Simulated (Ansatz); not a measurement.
Born–Oppenheimer molecular dynamics of a periodic cell of 12 atoms, TiO2 (start crystal TiO2, start structure C2/m, volume 1 times the crystal's). It goes on from the last frame of an earlier run, with new velocities.

Theory: DFT r2SCAN-D3(BJ), scalar-relativistic, plane waves, PAW (Ansatz). Settings: PAW set soft_1, cutoff 500 eV, k mesh 5x5x3, fermi-dirac smearing 0.36 eV, no spin polarisation.

```yaml
ensemble: NVT, Langevin thermostat
time_step: 0.75 fs
steps_asked: 109
set_temperature: 3360 K
friction: 0.02 /fs
temperature_schedule: 82 steps to 300 K, then 27 steps to 300 K
seed: 678534
```

First frame:

```xyz
12
Lattice="6.1536 -1.8835 0.0000 6.1536 1.8835 0.0000 -1.9283 0.0000 6.3290" Properties=species:S:1:pos:R:3
Ti 8.546 0.056 4.463
Ti -0.379 -0.400 4.373
Ti 1.356 -0.246 1.672
Ti 10.383 0.252 1.497
O -0.275 -0.128 2.325
O 6.380 -0.252 4.213
O 1.503 -0.432 -0.101
O 10.232 0.065 4.223
O 7.986 0.061 2.202
O 8.875 0.337 6.183
O 2.071 0.002 3.746
O 4.090 0.340 1.569
```

What does the run give?

All steps were run.

| Quantity | Value |
| --- | --- |
| steps done | 109 |
| time covered | 81.75 fs |
| mean temperature over the second half | 1867 K |
| spread of the potential energy over the second half | 101.0 meV per atom |
| mean potential energy of the second half above the start | -97.0 meV per atom |

The schedule's set-point averaged 556 K over the second half and the system 1867 K, so it lags behind the ramp. A run of 0.082 ps of so small a system gives no equilibrium averages.

What happens to the structure?

Mean squared displacements from the first frame to the last, about the centre of mass: Ti 0.11 Å², O 0.18 Å². Another seed would give other details.

How do temperature and energy run in time?


| time (fs) | T (K) | potential energy less start (eV) |
| --- | --- | --- |
| 0 | 3080 | 0.000 |
| 3.75 | 3107 | 0.608 |
| 7.5 | 2996 | 1.105 |
| 11.25 | 3341 | 0.944 |
| 15 | 3505 | 0.839 |
| 18.75 | 3409 | 0.940 |
| 22.5 | 3168 | 0.762 |
| 26.25 | 3183 | 0.417 |
| 30 | 3159 | 0.191 |
| 33.75 | 2633 | 0.302 |
| 37.5 | 2530 | 0.426 |
| 41.25 | 2131 | 0.385 |
| 45 | 1752 | 0.365 |
| 48.75 | 1242 | 0.493 |
| 52.5 | 1412 | 0.381 |
| 56.25 | 1706 | -0.503 |
| 60 | 2111 | -1.489 |
| 63.75 | 2367 | -2.106 |
| 67.5 | 2379 | -2.370 |
| 71.25 | 2111 | -2.407 |
| 75 | 1895 | -2.313 |
| 78.75 | 1704 | -2.209 |

The run took 28 min on 4 threads of Arm Neoverse V2 (shared host), peak memory 1.5 GiB.
